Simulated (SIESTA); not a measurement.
**SnO2 under changes of volume**

One of the cells (14.496 Å³/atom); the others are scaled copies at fixed shape and fractional positions:

```
Sn O
1.0
     1.61709    0.93363    4.80059
    -1.61709    0.93363    4.80059
     0.00000   -1.86726    4.80059
Sn O
1 2
Direct
  0.50000 0.50000 0.50000
  0.76283 0.76283 0.76283
  0.23717 0.23717 0.23717
```

Measurements of this composition are mostly on another form, of space group No. 136.

* Program: SIESTA 5.4.2
* Functional: PBEsol
* Potentials or basis: PseudoDojo 0.4 standard (PBEsol files)
* Basis: DZP (energy shift 0.003 Ry; two zetas on semicore shells)
* Grid cutoff: 800 Ry
* Energy shift: 0.003 Ry
* k mesh: 10 × 10 × 10
* Occupations: fermi-dirac, width 0.05 eV
* Spin: no spin polarisation

```tsv
volume (Å³/atom)	energy over the lowest point (meV/atom)	pressure (GPa)	gap on the mesh (eV)	largest force (eV/Å)
13.626	28.04	10.9	2.20	0.870
13.916	12.05	6.9	2.05	0.589
14.206	2.95	3.3	1.91	0.331
14.496	0.00	0.1	1.78	0.095
14.785	2.55	-2.8	1.66	0.122
15.075	9.95	-5.3	1.54	0.317
15.365	?	?	?	?
```

Problem. What does the run at 15.365 Å³/atom give?

Solution. Energy over the lowest point 21.60 meV/atom; pressure -7.5 GPa; gap on the mesh 1.44 eV; largest force 0.495 eV/Å.

Worked out: A Birch-Murnaghan fit of order 3 (a polynomial in V^(-2/3)) to the other rows has its minimum at 14.50 Å³/atom with B0 = V·E''(V) = 151 GPa and B' = 4.7 at fixed shape and positions, which overstates the stiffness. It gives 21.73 meV/atom at 15.365 Å³/atom, against the run's 21.60, and -dE/dV = -7.6 GPa, against -7.5. A straight line through the other rows of the gap, of slope -6.51 eV per unit of ln V, extrapolates to 1.41 eV, against the run's 1.44.

Energies are extrapolated to zero smearing.

Caveats: spin-orbit coupling is left out, which moves the levels of the heavy elements; the basis of atomic orbitals isn't converged, which shifts pressures, moduli and gaps.

A mesh can miss the band edges.
